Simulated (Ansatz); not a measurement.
# TiS2 (CdI2 type): how the settings move a single-point run

How sensitive is a single-point run of TiS2 (CdI2 type) to its settings? A reference run comes first, then five runs with altered input.

Computed with Ansatz 0.2.0 (reference: DFT PBE, spin-orbit coupling, plane waves, PAW, unless a step's input says otherwise).

3 further runs of the same task are left out: 1 for a known fault of the program, 1 that didn't finish, 1 set aside as unsound or not needed. Runs told in other sessions of the task aren't counted.

## Step 1: The starting structure

It takes space group P-3m1 (No. 164, trigonal). The conventional cell has a = 3.413 Å, b = 3.413 Å, c = 6.468 Å, α = 90.00°, β = 90.00°, γ = 120.00°. Ti (site symmetry -3m) has 6 S at 2.43 Å in its first shell of neighbours. S (site symmetry 3m) has 3 Ti at 2.43 Å in its first shell of neighbours.

Coordinates:

```xyz
3
Lattice="3.4130 0.0000 0.0000 -1.7065 2.9557 0.0000 0.0000 0.0000 6.4679" Properties=species:S:1:pos:R:3 pbc="T T T"
Ti    0.0000    0.0000    0.0000
S     0.0000    1.9705    1.4206
S     1.7065    0.9852    5.0473
```

## Step 2: Baseline

The input, input.yaml:

```yaml
crystal:
  lattice:
    - [3.4129687387, 0.0, 0.0]
    - [-1.7064843693, 2.9557176301, 0.0]
    - [0.0, 0.0, 6.4679174893]
  atoms:
    - { symbol: Ti, position: [0.0, 0.0, 0.0] }
    - { symbol: S, position: [0.3333333333, 0.6666666667, 0.2196364634] }
    - { symbol: S, position: [0.6666666667, 0.3333333333, 0.7803635366] }
basis:
  ecutwfc: 420
  ecutrho_ratio: 4
kpoints:
  mp_grid: { grid: [12, 12, 6] }
  band_path:
    path:
      - [[0.0, 0.0, 0.0], [0.5, 0.0, 0.0], [0.33333333, 0.33333333, 0.0], [0.0, 0.0, 0.0], [0.0, 0.0, 0.5], [0.5, 0.0, 0.5], [0.33333333, 0.33333333, 0.5], [0.0, 0.0, 0.5]]
      - [[0.5, 0.0, 0.5], [0.5, 0.0, 0.0]]
      - [[0.33333333, 0.33333333, 0.5], [0.33333333, 0.33333333, 0.0]]
    npoints: 10
hamiltonian:
  xc: pbe
scf:
  occupations: { method: gaussian, width: 0.05 }
  n_extra_bands: 24
output:
  forces: true
  stress: true
  eigenvalues: true
  populations: true
  dos: { projected: true, de: 0.02, nscf_kmesh: { grid: [18, 18, 9] } }
  bader: false
  write_density: true
  write_potential: true
  elf: true
  volumetric_format: npy
magnetization:
  noncollinear: true
  spin_orbit: true
checkpoint:
  read: start.run
  write: ck
  compress: false
  write_wavefunctions: false
  write_every: 100000
```

Started as:

```
> ansatz run input.yaml --threads 4 --pin off --max-ram 7168MiB --backend cpu --events-out ev --progress --plain --runs-dir out
```

## Step 3: Variant: ecutwfc 22.0 Ry, lower_state_search off

The input, input.yaml:

```yaml
crystal:
  lattice:
    - [3.412968738737, -2.886750455762e-11, 0.0]
    - [-1.706484369343, 2.955717630083, 0.0]
    - [0.0, 0.0, 6.4679174893]
  atoms:
    - { symbol: Ti, position: [0.0, 0.0, 0.0] }
    - { symbol: S, position: [0.3333333333333, 0.6666666666667, 0.2196364634] }
    - { symbol: S, position: [0.6666666666667, 0.3333333333333, 0.7803635366] }
basis:
  ecutwfc: "22.0 Ry"
  ecutrho_ratio: 4
kpoints:
  mp_grid: { grid: [12, 12, 6] }
hamiltonian:
  xc: pbe
scf:
  occupations: { method: gaussian, width: 0.05 }
  lower_state_search: "off"
output:
  forces: true
  stress: true
magnetization:
  noncollinear: true
  spin_orbit: true
```

## Step 4: Variant: occupations.method tetrahedron_uncorrected, width left out

The input, input.yaml:

```yaml
crystal:
  lattice:
    - [3.412968738737, -2.886750455762e-11, 0.0]
    - [-1.706484369343, 2.955717630083, 0.0]
    - [0.0, 0.0, 6.4679174893]
  atoms:
    - { symbol: Ti, position: [0.0, 0.0, 0.0] }
    - { symbol: S, position: [0.3333333333333, 0.6666666666667, 0.2196364634] }
    - { symbol: S, position: [0.6666666666667, 0.3333333333333, 0.7803635366] }
basis:
  ecutwfc: 420
  ecutrho_ratio: 4
kpoints:
  mp_grid: { grid: [12, 12, 6] }
hamiltonian:
  xc: pbe
scf:
  occupations: { method: tetrahedron_uncorrected }
output:
  forces: true
  stress: true
magnetization:
  noncollinear: true
  spin_orbit: true
```

## Step 5: Changing settings: hubbard.sites [{species: Ti, l: d, u_eff: 2.0}], hubbard.double_counting amf

The input, input.yaml:

```yaml
crystal:
  lattice:
    - [3.412968738737, -2.886750455762e-11, 0.0]
    - [-1.706484369343, 2.955717630083, 0.0]
    - [0.0, 0.0, 6.4679174893]
  atoms:
    - { symbol: Ti, position: [0.0, 0.0, 0.0] }
    - { symbol: S, position: [0.3333333333333, 0.6666666666667, 0.2196364634] }
    - { symbol: S, position: [0.6666666666667, 0.3333333333333, 0.7803635366] }
basis:
  ecutwfc: 420
  ecutrho_ratio: 4
kpoints:
  mp_grid: { grid: [12, 12, 6] }
hamiltonian:
  xc: pbe
  hubbard: { sites: [{ species: Ti, l: d, u_eff: 2.0 }], double_counting: amf }
scf:
  occupations: { method: gaussian, width: 0.05 }
output:
  forces: true
  stress: true
magnetization:
  noncollinear: true
  spin_orbit: true
```

## Step 6: Changing settings: ecutwfc 250 eV, dr2_threshold 1.0e-09

The input, input.yaml:

```yaml
crystal:
  lattice:
    - [3.412968738737, -2.886750455762e-11, 0.0]
    - [-1.706484369343, 2.955717630083, 0.0]
    - [0.0, 0.0, 6.4679174893]
  atoms:
    - { symbol: Ti, position: [0.0, 0.0, 0.0] }
    - { symbol: S, position: [0.3333333333333, 0.6666666666667, 0.2196364634] }
    - { symbol: S, position: [0.6666666666667, 0.3333333333333, 0.7803635366] }
basis:
  ecutwfc: "250 eV"
  ecutrho_ratio: 4
kpoints:
  mp_grid: { grid: [12, 12, 6] }
hamiltonian:
  xc: pbe
scf:
  occupations: { method: gaussian, width: 0.05 }
  convergence: { dr2_threshold: 1.0e-09 }
output:
  forces: true
  stress: true
magnetization:
  noncollinear: true
  spin_orbit: true
```

## Step 7: Changed: basis.precision f64, eigensolver.kind davidson, lower_state_search off

The input, input.yaml:

```yaml
crystal:
  lattice:
    - [3.412968738737, -2.886750455762e-11, 0.0]
    - [-1.706484369343, 2.955717630083, 0.0]
    - [0.0, 0.0, 6.4679174893]
  atoms:
    - { symbol: Ti, position: [0.0, 0.0, 0.0] }
    - { symbol: S, position: [0.3333333333333, 0.6666666666667, 0.2196364634] }
    - { symbol: S, position: [0.6666666666667, 0.3333333333333, 0.7803635366] }
basis:
  ecutwfc: 420
  ecutrho_ratio: 4
  precision: f64
kpoints:
  mp_grid: { grid: [12, 12, 6] }
hamiltonian:
  xc: pbe
scf:
  occupations: { method: gaussian, width: 0.05 }
  eigensolver: { kind: davidson }
  lower_state_search: "off"
output:
  forces: true
  stress: true
magnetization:
  noncollinear: true
  spin_orbit: true
```

Q: Predict the outcome of this session. Wanted: for each run, ending; energy change; pressure; gap; force.

**Answer**, as computed:

```csv
run,ending,energy change,pressure (GPa),gap (eV),force (eV/Å),cycles,time
reference,converged,0,0.0,0.00,0.01,-,73 s
"1: ecutwfc 22.0 Ry, lower_state_search off",converged,+51.2 meV/atom,0.1,0.00,0.00,8,4.9 s
"2: occupations.method tetrahedron_uncorrected, width left out",converged,+0.2 meV/atom (σ→0),0.1,0.00,0.02,9,9 s
"3: hubbard.sites [{species: Ti, l: d, u_eff: 2.0}], hubbard.double_counting amf",converged,-34.1 meV/atom (Hubbard term changed: no physical gain or loss),0.4,0.07,0.02,9,16 s
"4: ecutwfc 250 eV, dr2_threshold 1.0e-09",converged,+395.1 meV/atom,1.2,0.00,0.10,12,4.7 s
"5: basis.precision f64, eigensolver.kind davidson, lower_state_search off",converged,0.0 meV/atom,0.0,0.00,0.01,10,15 s
```

Times don't compare one to one where runs were asked for different outputs or read a saved state (see the inputs); cycles may leave out searches for a lower state.

Residual by cycle in the longest SCF loop of each run; runs are numbered as in the table. The quantity is the density residual dr2, in eV.

```csv
cycle,reference,run 1,run 2,run 3,run 4,run 5
1,2.1e-9,11.4,11.6,11.9,9.06,11.7
2,7.1e-10,2.37,2.36,2.34,2.57,2.72
3,1.0e-10,0.326,0.329,0.243,1.5,0.394
4,-,0.048,0.065,0.0581,0.168,0.137
5,-,0.00161,0.00157,0.00386,0.0184,0.00806
6,-,6.0e-5,1.0e-4,3.0e-4,0.00354,8.8e-4
7,-,4.9e-7,2.2e-6,1.0e-6,2.1e-4,8.9e-5
8,-,3.4e-8,7.8e-8,1.5e-6,9.7e-6,7.0e-6
9,-,-,1.6e-8,8.6e-8,6.8e-7,1.2e-6
10,-,-,-,-,2.5e-8,1.2e-8
11,-,-,-,-,2.4e-9,-
12,-,-,-,-,2.5e-10,-
```

What this shows: Runs 1 and 4 ran under the cutoff that the potentials recommend, as the log warns, so basis error is mixed into their values. A changed U is a change of model: its shifts are not errors of convergence. Of the variants the dearest is «hubbard.sites [{species: Ti, l: d, u_eff: 2.0}], hubbard.double_counting amf» (16 s), the cheapest «ecutwfc 250 eV, dr2_threshold 1.0e-09» (4.7 s), on a shared host.
